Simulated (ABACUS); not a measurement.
O:

```xyz
2
Lattice="0.0000 1.8899 3.8988 1.5018 0.0000 3.8988 1.5018 1.8899 0.0000" Properties=species:S:1:pos:R:3 pbc="T T T"
O     1.5018    1.8899    4.5141
O     1.5018    1.8899    3.2836
```

- Program: ABACUS 3.10.1
- Task: single point
- Functional: PBE
- Potentials or basis: PseudoDojo NC SR 0.4.1 PBE standard
- Cutoff: 1361 eV
- Density cutoff: 5442 eV
- Basis: DZP LCAO (the cutoffs set its grid)
- k mesh: 12 × 12 × 12
- Occupations: fermi-dirac, width 0.05 eV
- Spin: no spin polarisation

On this cell: pressure 2.9 GPa; largest force 0.932 eV/Å; band gap on the k mesh none (metal or under the smearing width).

The same run follows on a disturbed copy (atoms moved at random, drawn with an rms of 0.05 Å):

```
O
1.0
     0.00000    1.88989    3.89884
     1.50177    0.00000    3.89884
     1.50177    1.88989    0.00000
O
2
Cartesian
  1.4608 1.8548 4.5595
  1.4804 1.9159 3.2542
```

Q: What changes?

A: The energy (extrapolated to zero smearing) moves by +57.8 meV/atom; pressure -9.2 GPa; largest force 3.301 eV/Å; band gap on the k mesh none (metal or under the smearing width).

Forces on the atoms (eV/Å):
```
O    0.129  0.500 -3.260
O   -0.129 -0.500  3.260
```

Stress tensor (GPa, compression positive):
```
  2.13   0.01   1.20
  0.01  -1.16   4.69
  1.20   4.69 -28.48
```

Caveats: the atomic orbitals were generated for these runs and aren't a published set; spin is off for a triplet molecule; the basis of atomic orbitals isn't converged, which shifts pressures, moduli and gaps.
